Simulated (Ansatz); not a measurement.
# AlN (wurtzite): single point and relaxing cell and atoms, part 2 of 2

The task, for AlN (wurtzite): 3 runs in a chain (single point and relaxing cell and atoms).

Ansatz 0.2.0; DFT PBE, scalar-relativistic, plane waves, PAW. Earlier steps stand in the parts before.

## Step 4: Single point

It takes the final geometry of step 3.

File input.yaml:

```yaml
crystal:
  lattice:
    - [3.1302871276, 0.0, 0.0]
    - [-1.5651435638, 2.7109081736, 0.0]
    - [0.0, 0.0, 5.0178444274]
  atoms:
    - { symbol: Al, position: [0.3333333333, 0.6666666667, 0.0002234585] }
    - { symbol: Al, position: [0.6666666667, 0.3333333333, 0.5002234585] }
    - { symbol: "N", position: [0.3333333333, 0.6666666667, 0.3817765415] }
    - { symbol: "N", position: [0.6666666667, 0.3333333333, 0.8817765415] }
scf:
  occupations: { method: fixed }
output:
  forces: false
  stress: false
  eigenvalues: true
  eigenstates:
    kpoints:
      - [0, 0, 0]
      - [0.00857868, 0, 0]
      - [0.0049529, 0.0049529, 0]
      - [0, 0, 0.01585183]
      - [0.01715736, 0, 0]
      - [0.0099058, 0.0099058, 0]
      - [0, 0, 0.03170366]
      - [0.02573603, 0, 0]
      - [0.01485871, 0.01485871, 0]
      - [0, 0, 0.0475555]
      - [0.03431471, 0, 0]
      - [0.01981161, 0.01981161, 0]
      - [0, 0, 0.06340733]
      - [0.04289339, 0, 0]
      - [0.02476451, 0.02476451, 0]
      - [0, 0, 0.07925916]
    e_range: [-3, 7]
hamiltonian:
  xc: pbe
kpoints:
  mp_grid: { grid: [9, 9, 6] }
```

Launch:

```sh
$ ansatz run input.yaml --threads 4 --pin off --max-ram 16384MiB --backend cpu --events-out ev --progress --plain --runs-dir out
```

Log, cut to the lines that bear on the results:

```text
Warning: RAYON_NUM_THREADS=4 ignored (pool sized by the plan → 4); use --threads N
[...]
Pseudopotentials: kind: paw
Pseudopotential: Al, paw, valence charge 3, recommended cutoff 420 eV (normal), Al.paw.azcp
Pseudopotential: N, paw, valence charge 5, recommended cutoff 420 eV (normal), N.paw.azcp
Functional definition: PBE
[...]
Crystal: 4 atoms, lattice volume = 42.581 Å³
Basis set: ecut = 420 eV, 833 PW (Γ)
Bands: 12, of which v1, the nominal top of the filled ones, is band 8 counted from 1 (7 counted from 0)
Symmetry: 12 space group operations
Space group: P63mc (ITA 186), of the structure as read, at distance tolerance 3.5e-5 Å
k-points: 48 of 486 (time reversal used)
[...]
SCF iter   1: F=—  HF=-1848.507822 eV  |F-HF|=—  |Δ(HF+E_count)|=         —  Δρ=8.17e-4  dr2=1.34e-4  ethr=1.77e-3  ⟨swp⟩=4.9  Hψ=3182  notcnv=0  defer=82
[...]
SCF iter   6: F=-1848.508161 eV  HF=-1848.508161 eV  |F-HF|=3.48e-11  |Δ(HF+E_count)|=   4.43e-9  Δρ=3.77e-7  dr2=3.14e-11  ethr=1.34e-11  ⟨swp⟩=3.8  Hψ=3121  notcnv=0
[...]
NSCF: frozen V_eff on 16 k-points
SCF converged after 6 iterations
Free energy (F): -1848.508161 eV
[...]
E sigma→0 (E₀):  -1848.508161 eV
Fermi energy:    6.943514 eV
[...]
--- Band table (eV; the first three rows and the last of 48) ---
  k-point 0: bands = ["-8.1120", "-6.0339", "1.0474", "6.1007", "6.1007", "6.7402", "6.7402", "6.9435", "10.9771", "13.4560", "17.3965", "17.9781"]
[...]
```

Run time: 0.92 s. Hardware: 4 threads of Intel Xeon Platinum 8488C (Sapphire Rapids), shared host; peak memory 0.42 GiB.

## Step 5: Results

What follows sums up all 2 parts.

| step | volume (Å³/atom) | pressure (GPa) | energy above the lowest (meV/atom) | gap on the mesh (eV) | time |
| --- | --- | --- | --- | --- | --- |
| 2 | 10.44 | n/a | 2.4 | 4.19 | 0.74 s |
| 3 | 10.65 | 0.0 | 0.1 | 4.03 | 4.2 s |
| 4 | 10.65 | n/a | 0.0 | 4.03 | 0.92 s |

```
            quantity                                                                       value
relaxed cell, step 3  a = 3.130 Å, b = 3.130 Å, c = 5.018 Å, α = 90.00°, β = 90.00°, γ = 120.00°
```

In words: Against the measured lattice constant a of AlN, 3.11197 Å (a printed reference work, monograph), the calculated 3.130 Å is off by +0.6 %. Against the measured lattice constant c of AlN, 4.9808 Å (quoted in “Self-assembly of well-separated AlN nanowires directly on sputtered metallic TiN films”, 2019, arxiv:1910.07391), the calculated 5.018 Å is off by +0.7 %. That is the cell relaxed with PBE, without thermal expansion or zero-point motion. Against the measured gap of AlN, 6.034 eV (an exciton energy, a little under the gap; 10 K; quoted in “Self-assembly of well-separated AlN nanowires directly on sputtered metallic TiN films”, 2019, arxiv:1910.07391), the calculated 4.03 eV is off by -2.00 eV. 2 values of this kind are on record (6.034 to 6.0343 eV); this one was drawn at random. It is a Kohn-Sham gap, without temperature or zero-point motion. Semilocal functionals usually fall short of measured gaps.
